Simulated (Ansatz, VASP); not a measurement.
# One calculation of InP, two programs

The input INCAR:

```
PREC = Accurate
ENCUT = 520
EDIFF = 1E-7
ISMEAR = 0
SIGMA = 0.05
LREAL = F
LASPH = T
NELM = 80
ALGO = Normal
ISIF = 2
LWAVE = F
LCHARG = T
GGA = PE
LELF = T
LVHAR = T
NBANDS = 16
```

KPOINTS

```
regular mesh
0
Gamma
  10 10 10
```

The input POSCAR:

```
InP
1.0
    0.0000000000      3.0694352298      2.9800342037
    3.0694352298      0.0000000000      2.9800342037
    3.0694352298      3.0694352298      0.0000000000
In P
1 1
Direct
    0.0000000000      0.0000000000      0.0000000000
    0.7500000000      0.7500000000      0.7500000000
```

Input for Ansatz:

```yaml
crystal:
  lattice:
    - [0.0, 3.0694352298, 2.9800342037]
    - [3.0694352298, 0.0, 2.9800342037]
    - [3.0694352298, 3.0694352298, 0.0]
  atoms:
    - { symbol: In, position: [0.0, 0.0, 0.0] }
    - { symbol: P, position: [0.75, 0.75, 0.75] }
basis:
  ecutwfc: 420
kpoints:
  mp_grid: { grid: [10, 10, 10] }
hamiltonian:
  xc: pbe
scf:
  occupations: { method: gaussian, width: 0.05 }
output:
  forces: true
  stress: true
  eigenvalues: true
```

Change from the starting cell: strain +0.030 along x and y, +0.000 along z, atoms carried along.

Alike in both runs: task single point; functional PBE; k mesh 10 × 10 × 10; occupations gaussian, width 0.05 eV; no spin polarisation.

```csv
,VASP,Ansatz
version,VASP 6.6.1,Ansatz 0.2.0
potentials or method,"VASP PAW PBE potentials, release 64 (In_d, P)","scalar-relativistic, plane waves, PAW"
plane-wave cutoff (eV),520,420
valence electrons in the cell,18,18
```

|  | VASP | Ansatz | Ansatz less VASP |
| --- | --- | --- | --- |
| gap on the k mesh at the Fermi level (eV) | 0.03 | 0.03 | +0.003 |
| least direct gap on the mesh (eV) | 0.03 | 0.03 | +0.003 |
| pressure (GPa) | -3.1 | -3.1 | +0.03 |
| largest component of the traceless stress (GPa) | 0.78 | 0.78 | +0.001 |

Caveats: spin-orbit coupling is left out, which moves the levels of the heavy elements.
